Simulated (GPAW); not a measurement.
Crystal: Pb.

```xyz
1
Lattice="0.0000 2.4750 2.4750 2.4750 0.0000 2.4750 2.4750 2.4750 0.0000" Properties=species:S:1:pos:R:3 pbc="T T T"
Pb    0.0000    0.0000    0.0000
```

```yaml
Program: GPAW 26.7.0
Task: relaxation of cell and atoms
Functional: BLYP
Potentials_or_basis: PAW data sets generated in the run's folder for this functional
Cutoff: 600 eV
Basis: pw
k_mesh: 9 × 9 × 9
Occupations: fermi-dirac, width 0.05 eV
Spin: no spin polarisation
```

At the start: pressure 5.6 GPa; volume 30.32 Å³/atom.

Task: How do energy, volume and symmetry change on relaxing?

Result: Over 4 steps the energy falls by 64.7 meV/atom and the volume is 34.36 Å³/atom (+13.3 %); space group Fm-3m (No. 225, to 0.05 Å).

The path:
```csv
step,energy change (eV),largest force (eV/Å),pressure (GPa),volume (Å³)
1,0.0000,0.0000,5.63,30.32
2,-0.0392,0.0000,3.26,31.74
3,-0.0643,0.0000,0.34,34.06
4,-0.0647,0.0000,0.03,34.36
```

Final structure:
```
Pb
1.0
     0.00000    2.58033    2.58033
     2.58033    0.00000    2.58033
     2.58033    2.58033    0.00000
Pb
1
Direct
  0.00000 0.00000 0.00000
```

The cell as given is a measured one (30.32 Å³/atom); BLYP puts the equilibrium volume +13.3 % from it, thermal expansion not counted.

Caveat: later steps reuse the first step's grids.
